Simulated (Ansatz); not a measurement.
A run of Ansatz 0.2.0 is set up as follows.

input.yaml

```yaml
crystal:
  lattice:
    - [0.0, 2.9305, 2.9305]
    - [2.9305, 0.0, 2.9305]
    - [2.9305, 2.9305, 0.0]
  atoms:
    - { symbol: In, position: [0.0, 0.0, 0.0] }
    - { symbol: P, position: [0.75, 0.75, 0.75] }
hamiltonian:
  xc: mr2scan
  pseudopotentials: { kind: paw }
kpoints:
  mp_grid: { grid: [8, 8, 8] }
  band_path:
    path:
      - [[0.0, 0.0, 0.0], [0.5, 0.0, 0.5], [0.5, 0.25, 0.75], [0.375, 0.375, 0.75], [0.0, 0.0, 0.0], [0.5, 0.5, 0.5], [0.625, 0.25, 0.625], [0.5, 0.25, 0.75], [0.5, 0.5, 0.5], [0.375, 0.375, 0.75]]
      - [[0.625, 0.25, 0.625], [0.5, 0.0, 0.5]]
    npoints: 14
scf:
  occupations: { method: fermi_dirac, width: 0.05 }
  n_extra_bands: 6
output:
  forces: true
  stress: true
  eigenvalues: true
  fatbands: false
```

Potentials or basis: Ansatz PAW.

Command:

```console
$ ansatz run input.yaml --threads 2 --pin off --max-ram 5120MiB --backend cpu --events-out ev --progress --plain --runs-dir out
```

(1) Predict the pressure.

(2) Predict the band gap on the k mesh.

(3) Estimate the band gap along the path.

Answers

(1) 1.7 GPa.

(2) 1.16 eV, direct.

(3) 1.16 eV, direct.

Caveat: spin-orbit coupling is left out, which moves the levels of the heavy elements; the PAW data sets come from PBE, with cores solved anew for the run's functional, which leaves a small shift of forces and pressure.

**What was measured.**

A printed reference work, data compilation reports, for a bulk crystal of InP at 1.6 K: band gap 1.4236 eV (direct).

Measured gap of InP: 1.4236 eV (direct; 1.6 K; a printed reference work, data compilation). This calculation gives 1.16 eV (-0.26 eV). Spin-orbit coupling on In is left out. The value is that of m-r2SCAN, without temperature or zero-point motion.
